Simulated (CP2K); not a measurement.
SnTe in CP2K: the effect of functional

The system is SnTe.

```
Te Sn
1.0
     4.45597    0.00000    0.00000
     2.22799    3.85899    0.00000
     2.22799    1.28633    3.63829
Te Sn
1 1
Direct
  0.50000 0.50000 0.50000
  0.00000 0.00000 0.00000
```

Alike in all runs:

| Property | Result |
| --- | --- |
| Program | CP2K 2026.2 |
| Task | single point |
| Potentials or basis | POTENTIAL_UZH Te GTH-PBE-q6, Sn GTH-PBE-q4; TZVP-MOLOPT-PBE-GTH basis |
| Density cutoff | 9184 eV |
| k mesh | 7 × 7 × 7 |
| Occupations | fermi-dirac, width 0.05 eV |
| Spin | no spin polarisation |

| functional | pressure (GPa) |
| --- | --- |
| LDA | 1.9 |
| PBEsol | 1.8 |
| WC | 1.9 |
| OLYP | 2.7 |
| BLYP | ? |
| MS2 | 4.8 |

What does the run with functional BLYP give?

Pressure 6.5 GPa.

Caveats: the potentials were made for another functional, which shifts forces and pressure; the basis of atomic orbitals isn't converged, which shifts pressures, moduli and gaps.

Runs at the PBE level aren't shown here.
